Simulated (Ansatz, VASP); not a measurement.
TaN: VASP beside Ansatz

Contents of INCAR:

```
SYSTEM = TaN
ALGO     = Fast           ! electronic algorithm
EDIFF    = 1E-7           ! SCF threshold, eV
ENCUT    = 520            ! plane-wave cutoff, eV
ISIF     = 2              ! what is computed and relaxed
ISMEAR   = 0              ! smearing method
ISPIN    = 2              ! spin polarisation
LASPH    = .True.         ! aspherical terms in the spheres
LCHARG   = .False.        ! write CHGCAR
LDAU     = .True.         ! DFT+U
LDAUJ    = 0.5 0        
LDAUL    = 2 -1           ! shell
LDAUPRINT= 1            
LDAUTYPE = 1            
LDAUU    = 6 0            ! U, eV
LMAXMIX  = 4              ! l up to which the mixer works
LORBIT   = 11             ! projections on sites
LREAL    = .False.        ! projectors in reciprocal space
LWAVE    = .False.        ! write WAVECAR
MAGMOM   = 2 2 2 2 0 0 0 0 ! initial moments
NBANDS   = 46             ! bands
NELM     = 150            ! most SCF steps
PREC     = Accurate       ! precision mode
SIGMA    = 0.05           ! smearing width, eV
```

KPOINTS

```
k-points
0
Gamma
  7 7 2
  0 0 0
```

Contents of POSCAR:

```
TaN
1.0
    3.0500020400      0.0000000000      0.0000000000
   -1.5250010200      2.6413792500      0.0000000000
    0.0000000000      0.0000000000      9.8800030600
Ta N
4 4
Direct
    0.3333333333      0.6666666667      0.0000000000
    0.6666666667      0.3333333333      0.2500000000
    0.3333333333      0.6666666667      0.5000000000
    0.6666666667      0.3333333333      0.7500000000
    0.3333333333      0.6666666667      0.1925000000
    0.6666666667      0.3333333333      0.4425000000
    0.3333333333      0.6666666667      0.6925000000
    0.6666666667      0.3333333333      0.9425000000
```

Input for Ansatz:

```yaml
crystal:
  lattice:
    - [3.05000204, 0.0, 0.0]
    - [-1.52500102, 2.64137925, 0.0]
    - [0.0, 0.0, 9.88000306]
  atoms:
    - { symbol: Ta, position: [0.3333333333, 0.6666666667, 0.0], spin: 2.0 }
    - { symbol: Ta, position: [0.6666666667, 0.3333333333, 0.25], spin: 2.0 }
    - { symbol: "N", position: [0.3333333333, 0.6666666667, 0.1925] }
    - { symbol: "N", position: [0.6666666667, 0.3333333333, 0.4425] }
    - { symbol: Ta, position: [0.3333333333, 0.6666666667, 0.5], spin: 2.0 }
    - { symbol: Ta, position: [0.6666666667, 0.3333333333, 0.75], spin: 2.0 }
    - { symbol: "N", position: [0.3333333333, 0.6666666667, 0.6925] }
    - { symbol: "N", position: [0.6666666667, 0.3333333333, 0.9425] }
basis:
  ecutwfc: 420
  ecutrho_ratio: 4
kpoints:
  mp_grid: { grid: [7, 7, 2] }
hamiltonian:
  xc: lda
  hubbard:
    sites:
      - { site: 0, l: d, u: 6.0, j: 0.5 }
      - { site: 1, l: d, u: 6.0, j: 0.5 }
      - { site: 4, l: d, u: 6.0, j: 0.5 }
      - { site: 5, l: d, u: 6.0, j: 0.5 }
scf:
  occupations: { method: gaussian, width: 0.05 }
  lower_state_search: "off"
  max_iter: 150
output:
  forces: true
  stress: true
  eigenvalues: true
  populations: true
  hubbard:
    sites:
      - { site: 0, l: d }
      - { site: 1, l: d }
      - { site: 4, l: d }
      - { site: 5, l: d }
magnetization:
  spin_polarized: true
```

Alike in both runs: task single point; functional LDA; k mesh 7 × 7 × 2; occupations gaussian, width 0.05 eV; collinear spin; Hubbard terms Ta d U = 6.0 eV, J = 0.5 eV.

|  | VASP | Ansatz |
| --- | --- | --- |
| version | VASP 6.6.1 | Ansatz 0.2.0 |
| potentials or method | VASP PAW LDA potentials, release 64 (Ta_pv, N) | scalar-relativistic, plane waves, PAW |
| plane-wave cutoff (eV) | 520 | 420 |
| valence electrons in the cell | 64 | 72 |

|  | VASP | Ansatz | Ansatz less VASP |
| --- | --- | --- | --- |
| gap on the k mesh at the Fermi level (eV) | none | none | - |
| rms of the force components (eV/Å) | 1.393 | 1.301 | -0.0921 |
| net moment per atom (μB) | 0.00 | 0.00 | 0.000 |

The programs project onto different local orbitals, so the same U acts differently. A gap of «none» marks a metal or a gap that the smearing closes. The two sets of potentials don't hold the same shells in valence. Ansatz warned: «filled_band_counts_differ_across_k_points».

Caveats: forces of over 1 eV/Å show positions far from the minimum, so gaps and moduli don't describe the material at rest. The runs have no spin-orbit coupling, so splittings on Ta are missing. The state reached can hang on the start; a lower one may exist.
